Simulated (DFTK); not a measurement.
ZrC under changes of volume

One of the cells (13.228 Å³/atom); the others are scaled copies at fixed shape and fractional positions:

```
Zr C
1.0
     0.00000    2.36500    2.36500
     2.36500    0.00000    2.36500
     2.36500    2.36500    0.00000
Zr C
1 1
Direct
  0.50000 0.50000 0.50000
  0.00000 0.00000 0.00000
```

| Property | Result |
| --- | --- |
| Program | DFTK 0.8.2 |
| Functional | PBE |
| Potentials or basis | dojo.nc.sr.pbe.v0_4_1.standard.upf (PBE) |
| Cutoff | 1116 eV |
| k mesh | 10 × 10 × 10 |
| Occupations | fermi-dirac, width 0.05 eV |
| Spin | no spin polarisation |

```tsv
volume (Å³/atom)	energy over the lowest point (meV/atom)	pressure (GPa)
12.434	22.00	12.0
12.699	6.73	6.5
12.963	0.00	1.6
13.228	0.98	-2.8
13.493	?	?
13.757	23.10	-10.4
14.022	42.97	-13.7
```

**Question.** What does the run at 13.493 Å³/atom give?

**Answer.** Energy over the lowest point 8.90 meV/atom; pressure -6.8 GPa.

Worked out: A Birch-Murnaghan fit of order 3 (a polynomial in V^(-2/3)) to the other rows has its minimum at 13.06 Å³/atom with B0 = V·E''(V) = 221 GPa and B' = 4.1. It gives 8.93 meV/atom at 13.493 Å³/atom, against the run's 8.90, and -dE/dV = -6.8 GPa, against -6.8.

Energies are extrapolated to zero smearing.
